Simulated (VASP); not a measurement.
**Zr: relaxation of cell and atoms with r2SCAN+rVV10**

The system is Zr.

```
Zr
1.0
     3.23923    0.00000    0.00000
    -1.61962    2.80526    0.00000
     0.00000    0.00000    5.17222
Zr
2
Direct
  0.33333 0.66667 0.25000
  0.66667 0.33333 0.75000
```

| Item | Value |
| --- | --- |
| Program | VASP 6.6.1 |
| Task | relaxation of cell and atoms |
| Functional | r2SCAN |
| Dispersion | rVV10 |
| Potentials or basis | VASP PAW PBE potentials, release 64 (Zr_sv) |
| Cutoff | 600 eV |
| k mesh | 15 × 15 × 8 |
| Occupations | gaussian, width 0.1 eV |
| Spin | no spin polarisation |
| Further INCAR settings | ALGO = Normal; EDIFF = 1e-07; IBRION = 2; EDIFFG = -0.005; NSW = 90; ISIF = 3 |

* Relaxed volume: 23.31 Å³/atom
* Relaxed cell: a = 3.237 Å, b = 3.237 Å, c = 5.136 Å, α = 90.00°, β = 90.00°, γ = 120.00°
* Space group after relaxing (to 0.05 Å): P6_3/mmc (No. 194)
* Energy gained by relaxing: 0.7 meV/atom
* Ionic steps: 5
* Pressure after relaxing: 0.0 GPa
* Band gap on the k mesh: none (metal or under the smearing width)

Step by step:
```tsv
step	energy change (eV)	largest force (eV/Å)	pressure (GPa)	volume (Å³)
1	0.0000	0.0000	-0.82	47.00
2	-0.0003	0.0000	0.90	46.19
3	-0.0013	0.0000	0.07	46.57
4	-0.0015	0.0000	0.02	46.60
5	-0.0015	0.0000	0.00	46.61
```

Final structure:
```yaml
crystal:
  lattice:
    - [3.23729, 0.00000, 0.00000]
    - [-1.61864, 2.80357, 0.00000]
    - [0.00000, 0.00000, 5.13558]
  atoms:
    - { symbol: Zr, position: [0.33333, 0.66667, 0.25000] }
    - { symbol: Zr, position: [0.66667, 0.33333, 0.75000] }
```

Levels at points of the mesh, in eV from the Fermi level:
```csv
k point,band 8,band 9,band 10,band 11,band 12,band 13,band 14,band 15,band 16
"(0.00, 0.00, 0.00)",-27.35,-6.04,-3.22,0.95,0.95,1.03,1.16,1.71,1.71
"(0.00, 0.00, 0.50)",-27.43,-4.23,-4.23,0.02,0.02,0.86,0.86,0.86,0.86
```

It took 29 min on 1 thread of Intel(R) Xeon(R) Platinum 8488C (Sapphire Rapids), with other jobs on the host, peak memory 0.4 GiB.

Caveat: the PAW data sets were made with another functional, which shifts forces and pressure a little.
